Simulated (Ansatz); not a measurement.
# MgTe: the cost of one run

Computed with Ansatz 0.2.0 (DFT LDA, frozen-core PAW, scalar-relativistic unless said, unless a step's input says otherwise).

7 further runs of the same task are left out: 7 set aside as unsound or not needed.

### Step 1. The system as given

The structure is cubic, space group F-43m (No. 216). Conventional cell: a = 6.464 Å, b = 6.464 Å, c = 6.464 Å, α = 90.00°, β = 90.00°, γ = 90.00°. Around Mg (site symmetry -43m) lie 4 Te at 2.80 Å. Around Te (site symmetry -43m) lie 4 Mg at 2.80 Å.

Coordinates:

```
CELL_PARAMETERS angstrom
3.23200 3.23200 0.00000
-3.23200 3.23200 0.00000
0.00000 3.23200 3.23200
ATOMIC_POSITIONS crystal
Mg 0.00000 0.00000 0.00000
Te 0.25000 0.75000 0.50000
```

Cartesian axes are those of the input's lattice vectors. The structure goes back to a database entry.

### Step 2. Cell and atoms relaxed, PAW

Input file input.yaml:

```yaml
crystal:
  lattice:
    - [3.2319988239, 3.2319988239, 0.0]
    - [-3.2319988239, 3.2319988239, 0.0]
    - [0.0, 3.2319988239, 3.2319988239]
  atoms:
    - { symbol: Mg, position: [0.0, 0.0, 0.0] }
    - { symbol: Te, position: [0.25, 0.75, 0.5] }
kpoints:
  mp_grid: { grid: [10, 10, 10] }
scf:
  occupations: { method: fermi_dirac, width: 0.1 }
hamiltonian:
  xc: lda
  pseudopotentials: { kind: paw }
relax:
  f_tol: 0.002
  max_steps: 80
  cell: {}
output:
  forces: true
  stress: true
```

Command:

```console
$ ansatz run input.yaml --threads 1 --pin off --max-ram 3072MiB --backend cpu --events-out ev --progress --plain --runs-dir out
```

**Question.** How long does this run take on 1 thread of Arm Neoverse V1, shared host, and how much memory does it need?

About 16 s, with a peak of 0.35 GiB.
